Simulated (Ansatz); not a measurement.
The system is I.

```
I
1.0
     0.00000    2.36560    3.90984
     2.19225    0.00000    3.90984
     2.19225    2.36560    0.00000
I
1
Direct
  0.00000 0.00000 0.00000
```

Base run:

* Program: Ansatz 0.2.0
* Functional: revPBE
* Potentials or basis: Ansatz PAW
* Cutoff: 420 eV (not typed: the program's choice for these potentials)
* k mesh: 9 × 9 × 9
* Occupations: fermi-dirac, width 0.05 eV
* Spin: no spin polarisation

Its results: band gap on the k mesh none (metal or under the smearing width); pressure 1.5 GPa.

Q: After a change of settings the same cell gave: band gap on the k mesh none (metal or under the smearing width); pressure 0.0 GPa. Which change was it?
A. functional from revPBE to r2SCAN; cutoff from 420 eV (not typed: the program's choice for these potentials) to 500 eV (not typed: the program's choice for these potentials)
B. functional from revPBE to HSE06; k mesh from 9 × 9 × 9 to 5 × 5 × 5
C. functional from revPBE to HSEsol; k mesh from 9 × 9 × 9 to 5 × 5 × 5
D. functional from revPBE to BLYP

A: A.

Caveats: spin-orbit coupling is left out, which moves the levels of the heavy elements; an odd number of electrons without spin polarisation forces a metal; a magnetic or distorted state may lie lower; the PAW data sets come from PBE, with cores solved anew for the run's functional, which leaves a small shift of forces and pressure.

Runs at the PBE level aren't shown here.
